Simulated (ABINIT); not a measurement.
# SiO2 (I4/mmm) in ABINIT: reference runs

Reference runs on SiO2: the cell as given and a disturbed copy.

Everything below comes from runs of ABINIT 10.8.3 (patched build). Logs are shortened: lines on timing, memory, paths and dates and some standing lists are left out, and cuts for length are marked. The log counts tension as positive stress, the text compression.

## (1) Starting point

It takes space group I4/mmm (No. 139, tetragonal). The conventional cell has a = 8.944 Å, b = 8.944 Å, c = 5.224 Å, α = 90.00°, β = 90.00°, γ = 90.00°. Si (site symmetry m2m) has 4 O at 1.60 to 1.61 Å as nearest neighbours. O (site symmetry m2m) has 2 Si at 1.61 Å as nearest neighbours. O (site symmetry 2/m) has 2 Si at 1.60 Å as nearest neighbours.

The cell comes from a database or a generator and needn't be the stable form of this composition.

## (2) Single point, PBE

File run.abi:

```
# Pseudopotentials
pp_dirpath "./"
pseudos "Si.GGA_PBE-JTH.xml, O.GGA_PBE-JTH.xml"

# Structure
acell 6.842487646 6.842487646 6.842487646 Angstrom
rprim
    -0.6535693963     0.6535693963     0.3816989500
     0.6535693963    -0.6535693963     0.3816989500
     0.6535693963     0.6535693963    -0.3816989500
ntypat 2
znucl 14 8
natom 12
typat 1 1 1 1 2 2 2 2 2 2 2 2
xred
     0.8231114200     0.8231114200     0.6462228400
     0.1768885800     0.8231114200     0.0000000000
     0.8231114200     0.1768885800     0.0000000000
     0.1768885800     0.1768885800     0.3537771600
     0.0000000000     0.7914513400     0.7914513400
     0.2085486600     0.0000000000     0.2085486600
     0.7914513400     0.0000000000     0.7914513400
     0.0000000000     0.2085486600     0.2085486600
     0.0000000000     0.0000000000     0.5000000000
     0.5000000000     0.0000000000     0.0000000000
     0.0000000000     0.5000000000     0.0000000000
     0.5000000000     0.5000000000     0.5000000000

# Plane-wave basis
ecut 23.0
pawecutdg 45.0
pawxcdev 0
pawovlp 30

# k points
kptopt 1
ngkpt 6 6 6
nshiftk 1
shiftk 0.0 0.0 0.0

# Exchange and correlation
ixc 11

# Bands and occupations
nband 40
occopt 3
tsmear 0.05 eV

# SCF cycle
nstep 100
tolvrs 1.0e-9

# Output
iomode 3
prtwf 0
prtden 0
prteig 0
prtebands 0
```

Potentials or basis: JTH PAW PBE v2.0.

Run with:

```console
$ mpirun --bind-to none -np 4 abinit run.abi > log 2>&1
```

run.abo:

```text
.Version 10.8.3 of ABINIT
 Symmetries : space group I4/m m m (#139); Bravais tI (body-center tetrag.)
================================================================================
 Values of the parameters that define the memory need of the present run
     intxc =       0    ionmov =       0      iscf =      17    lmnmax =       8
     lnmax =       4     mgfft =      60  mpssoang =       2    mqgrid =    3610
     natom =      12  nloc_mem =       2    nspden =       1   nspinor =       1
    nsppol =       1      nsym =      16    n1xccc =       1    ntypat =       2
    occopt =       3   xclevel =       2
       mpw =        7454          nfft =      216000          nkpt =          30
Pmy_natom=         3
 PAW method is used; the additional fine FFT grid is defined by:
   mgfftf=        80    nfftf =    512000
================================================================================
================================================================================

--------------------------------------------------------------------------------
------------- Echo of variables that govern the present computation ------------
--------------------------------------------------------------------------------
 -outvars: echo values of preprocessed input variables --------
            acell      1.2930427671E+01  1.2930427671E+01  1.2930427671E+01 Bohr
              amu      2.80855000E+01  1.59994000E+01
             ecut      2.30000000E+01 Hartree
              ixc          11
         kptrlatt        6    0    0      0    6    0      0    0    6
          kptrlen      5.92263680E+01
            natom          12
            nband          40
            ngfft          60      60      60
          ngfftdg          80      80      80
             nkpt          30
            nstep         100
             nsym          16
           ntypat           2
           occopt           3
        pawecutdg      4.50000000E+01 Hartree
          pawovlp      3.0000000000E+01
         pawxcdev           0
           prtden           0
        prtebands           0
           prteig           0
            prtwf           0
            rprim     -6.5356939630E-01  6.5356939630E-01  3.8169895000E-01
                       6.5356939630E-01 -6.5356939630E-01  3.8169895000E-01
                       6.5356939630E-01  6.5356939630E-01 -3.8169895000E-01
          spgroup         139
           tolvrs      1.00000000E-09
           tsmear      1.83746611E-03 Hartree
            typat      1  1  1  1  2  2  2  2  2  2  2  2
           useylm           1
           xangst      2.8899347254E+00  2.8899347254E+00  2.6117703499E+00
                       2.8899347254E+00 -2.8899347254E+00  2.6117703499E+00
                      -2.8899347254E+00  2.8899347254E+00  2.6117703499E+00
                       1.5821057946E+00  1.5821057946E+00  3.2634178801E-17
                       7.0788049242E+00  1.5922048869E-16  3.2665312784E-16
                       2.9419601508E-17  1.8652761158E+00  6.3284253560E-17
                       1.5922048869E-16  7.0788049242E+00  9.1651238543E-17
                       1.8652761158E+00  2.9419601508E-17 -5.4216691091E-17
                       2.2360202600E+00  2.2360202600E+00 -1.3058851749E+00
                      -2.2360202600E+00  2.2360202600E+00  1.3058851749E+00
                       2.2360202600E+00 -2.2360202600E+00  1.3058851749E+00
                       2.2360202600E+00  2.2360202600E+00  1.3058851749E+00
            xcart      5.4611851528E+00  5.4611851528E+00  4.9355306650E+00
                       5.4611851528E+00 -5.4611851528E+00  4.9355306650E+00
                      -5.4611851528E+00  5.4611851528E+00  4.9355306650E+00
                       2.9897466539E+00  2.9897466539E+00  6.1669660278E-17
                       1.3377002605E+01  3.0088311725E-16  6.1728494980E-16
                       5.5594989584E-17  3.5248610081E+00  1.1958990731E-16
                       3.0088311725E-16  1.3377002605E+01  1.7319573995E-16
                       3.5248610081E+00  5.5594989584E-17 -1.0245469761E-16
                       4.2254659034E+00  4.2254659034E+00 -2.4677653325E+00
                      -4.2254659034E+00  4.2254659034E+00  2.4677653325E+00
                       4.2254659034E+00 -4.2254659034E+00  2.4677653325E+00
                       4.2254659034E+00  4.2254659034E+00  2.4677653325E+00
             xred      8.2311142000E-01  8.2311142000E-01  6.4622284000E-01
                       1.7688858000E-01  8.2311142000E-01  1.6667202584E-17
                       8.2311142000E-01  1.7688858000E-01 -1.0505266185E-17
                       1.7688858000E-01  1.7688858000E-01  3.5377716000E-01
[... 225 lines left out ...]

 cartesian forces (eV/Angstrom) at end:
    1      0.01140238226327     0.01140238226327     0.00000000000000
    2      0.01140238226327    -0.01140238226327     0.00000000000000
    3     -0.01140238226327     0.01140238226327     0.00000000000000
    4     -0.01140238226327    -0.01140238226327     0.00000000000000
    5     -0.13916906144040     0.00000000000000    -0.00000000000000
    6     -0.00000000000000     0.13916906144040    -0.00000000000000
    7     -0.00000000000000    -0.13916906144040    -0.00000000000000
    8      0.13916906144040    -0.00000000000000     0.00000000000000
    9     -0.00000000000000     0.00000000000000     0.00000000000000
   10      0.00000000000000     0.00000000000000     0.00000000000000
   11     -0.00000000000000     0.00000000000000     0.00000000000000
   12      0.00000000000000     0.00000000000000     0.00000000000000
 frms,max,avg= 4.6700055E-02 1.3916906E-01   0.000E+00  0.000E+00  0.000E+00 e/A
 length scales= 12.930427670847 12.930427670847 12.930427670847 bohr
              =  6.842487646000  6.842487646000  6.842487646000 angstroms
 Fermi (or HOMO) energy (hartree) =   0.00960   Average Vxc (hartree)=  -0.26951
 Eigenvalues (hartree) for nkpt=  30  k points:
 kpt#   1, nband= 40, wtk=  0.00463, kpt=  0.0000  0.0000  0.0000 (reduced coord)
  -0.75674   -0.72496   -0.70492   -0.70492   -0.68298   -0.68169   -0.68169   -0.68107
  -0.37128   -0.37128   -0.31397   -0.26065   -0.25393   -0.25393   -0.24158   -0.23999
  -0.16202   -0.14172   -0.14172   -0.13566   -0.11725   -0.11532   -0.11532   -0.11215
  -0.11215   -0.09152   -0.09034   -0.09034   -0.07027   -0.06463   -0.04097   -0.04069
   0.15956    0.26674    0.27552    0.28420    0.29821    0.31124    0.31124    0.33850
      occupation numbers for kpt#   1
   2.00000    2.00000    2.00000    2.00000    2.00000    2.00000    2.00000    2.00000
   2.00000    2.00000    2.00000    2.00000    2.00000    2.00000    2.00000    2.00000
   2.00000    2.00000    2.00000    2.00000    2.00000    2.00000    2.00000    2.00000
   2.00000    2.00000    2.00000    2.00000    2.00000    2.00000    2.00000    2.00000
   0.00000    0.00000    0.00000    0.00000    0.00000    0.00000    0.00000    0.00000
 prteigrs : prtvol=0 or 1, do not print more k-points.

--- !EnergyTerms
iteration_state     : {dtset: 1, }
comment             : Components of total free energy in Hartree
kinetic             :  6.92031861061725E+01
hartree             :  7.74433132116056E+01
xc                  : -3.36846477426725E+01
Ewald energy        : -6.07770398172604E+01
psp_core            :  2.52670109375037E+00
local_psp           : -2.16213514701546E+02
PAW spherical_terms :  1.57384440828036E+01
internal            : -1.45763557767147E+02
'-kT*entropy'       : -9.11897927522027E-15
total_energy        : -1.45763557767147E+02
total_energy_eV     : -3.96642847099020E+03
...

--- !EnergyTermsDC
iteration_state     : {dtset: 1, }
comment             : '"Double-counting" decomposition of free energy'
band_energy         : -1.91821454394367E+01
Ewald energy        : -6.07770398172604E+01
psp_core            :  2.52670109375037E+00
xc_dc               : -7.29583564987480E+01
PAW spherical_terms :  4.62726552649306E+00
internal            : -1.45763575135202E+02
'-kT*entropy'       : -9.11897927522027E-15
total_energy_dc     : -1.45763575135202E+02
total_energy_dc_eV  : -3.96642894359904E+03
...

--- !EnergyTermsWithPAWCore
iteration_state     : {dtset: 1, }
comment             : 'Components of total free energy, including PAW core contributions'
Total energy        : -1.76285704295209E+03
Total energy DC     : -1.76285706032014E+03
Total energy (eV)   : -4.79697838922171E+04
Total energy DC (eV): -4.79697843648260E+04
...

 Cartesian components of stress tensor (hartree/bohr^3)
  sigma(1 1)= -7.03066769E-05  sigma(3 2)=  0.00000000E+00
  sigma(2 2)= -7.03066769E-05  sigma(3 1)=  0.00000000E+00
  sigma(3 3)= -7.60399093E-05  sigma(2 1)=  0.00000000E+00

-Cartesian components of stress tensor (GPa)         [Pressure=  2.1247E+00 GPa]
- sigma(1 1)= -2.06849385E+00  sigma(3 2)=  0.00000000E+00
- sigma(2 2)= -2.06849385E+00  sigma(3 1)=  0.00000000E+00
- sigma(3 3)= -2.23717137E+00  sigma(2 1)=  0.00000000E+00

== END DATASET(S) ==============================================================
================================================================================

 -outvars: echo values of variables after computation  --------
            acell      1.2930427671E+01  1.2930427671E+01  1.2930427671E+01 Bohr
           etotal     -1.4576357514E+02
            fcart      2.2174103095E-04  2.2174103095E-04  3.2418102238E-20
                       2.2174103095E-04 -2.2174103095E-04  5.8506940140E-20
                      -2.2174103095E-04  2.2174103095E-04  5.9819755047E-20
                      -2.2174103095E-04 -2.2174103095E-04  2.6469725315E-20
                      -2.7064073495E-03  1.3765645987E-19 -6.6399195828E-20
                      -1.2706750142E-19  2.7064073495E-03 -3.7844264622E-20
                      -8.9772933075E-20 -2.7064073495E-03 -3.3172001781E-19
                       2.7064073495E-03 -1.1647854297E-19  1.3051578239E-19
                      -7.0009519950E-32  1.0588958452E-20  3.2058293282E-20
                       2.3336506650E-32  1.0588958452E-20  3.2058293281E-20
                      -3.0337458645E-31  1.0588958452E-20  3.2058293281E-20
                       1.6335554655E-31  1.0588958452E-20  3.2058293282E-20
            rprim     -6.5356939630E-01  6.5356939630E-01  3.8169895000E-01
                       6.5356939630E-01 -6.5356939630E-01  3.8169895000E-01
                       6.5356939630E-01  6.5356939630E-01 -3.8169895000E-01
           strten     -7.0306676904E-05 -7.0306676904E-05 -7.6039909265E-05
                       0.0000000000E+00  0.0000000000E+00  0.0000000000E+00
           xangst      2.8899347254E+00  2.8899347254E+00  2.6117703499E+00
                       2.8899347254E+00 -2.8899347254E+00  2.6117703499E+00
                      -2.8899347254E+00  2.8899347254E+00  2.6117703499E+00
                       1.5821057946E+00  1.5821057946E+00  3.2634178801E-17
                       7.0788049242E+00  1.5922048869E-16  3.2665312784E-16
                       2.9419601508E-17  1.8652761158E+00  6.3284253560E-17
                       1.5922048869E-16  7.0788049242E+00  9.1651238543E-17
                       1.8652761158E+00  2.9419601508E-17 -5.4216691091E-17
                       2.2360202600E+00  2.2360202600E+00 -1.3058851749E+00
                      -2.2360202600E+00  2.2360202600E+00  1.3058851749E+00
                       2.2360202600E+00 -2.2360202600E+00  1.3058851749E+00
                       2.2360202600E+00  2.2360202600E+00  1.3058851749E+00
             xred      8.2311142000E-01  8.2311142000E-01  6.4622284000E-01
                       1.7688858000E-01  8.2311142000E-01  1.6667202584E-17
                       8.2311142000E-01  1.7688858000E-01 -1.0505266185E-17
                       1.7688858000E-01  1.7688858000E-01  3.5377716000E-01
                       5.1291327111E-17  7.9145134000E-01  7.9145134000E-01
                       2.0854866000E-01  8.4605094519E-18  2.0854866000E-01
                       7.9145134000E-01  5.1291327111E-17  7.9145134000E-01
                       8.4605094519E-18  2.0854866000E-01  2.0854866000E-01
                      -1.1051679848E-17 -1.1051679848E-17  5.0000000000E-01
                       5.0000000000E-01  1.1051679848E-17 -5.1462358247E-19
                       1.1051679848E-17  5.0000000000E-01  3.5955917818E-18
                       5.0000000000E-01  5.0000000000E-01  5.0000000000E-01
 Calculation completed.
```

Run time: 3.7 min. Hardware: 4 MPI ranks of Arm Neoverse V1, shared host; peak memory 1.1 GiB.

Results:

```yaml
Free_energy: -3966.4289 eV
Pressure: 2.1 GPa
Largest_force: 0.139 eV/Å
Band_gap_on_the_k_mesh: 5.44 eV, indirect (least direct gap 5.45 eV)
```

Forces in eV/Å, atoms in the order of the input:
```
Si   0.011  0.011  0.000
Si   0.011 -0.011  0.000
Si  -0.011  0.011  0.000
Si  -0.011 -0.011  0.000
O   -0.139  0.000  0.000
O    0.000  0.139  0.000
O    0.000 -0.139  0.000
O    0.139  0.000  0.000
O    0.000  0.000  0.000
O    0.000  0.000  0.000
O    0.000  0.000  0.000
O    0.000  0.000  0.000
```

Levels at points of the mesh, in eV from the valence-band top:
| k point | band 30 | band 31 | band 32 | band 33 | band 34 | band 35 |
| --- | --- | --- | --- | --- | --- | --- |
| (0.00, 0.00, 0.00) | -0.66 | -0.01 | -0.01 | 5.44 | 8.36 | 8.60 |
| (0.50, 0.00, 0.00) | -0.76 | -0.58 | -0.24 | 7.67 | 7.75 | 8.65 |
| (0.50, 0.50, 0.00) | -0.37 | -0.37 | -0.24 | 6.59 | 6.96 | 8.67 |
| (0.50, 0.50, 0.50) | -0.17 | 0.00 | 0.00 | 7.62 | 7.65 | 7.65 |

Caveat: the atomic spheres overlap.

(Continued in part 2 of 2.)
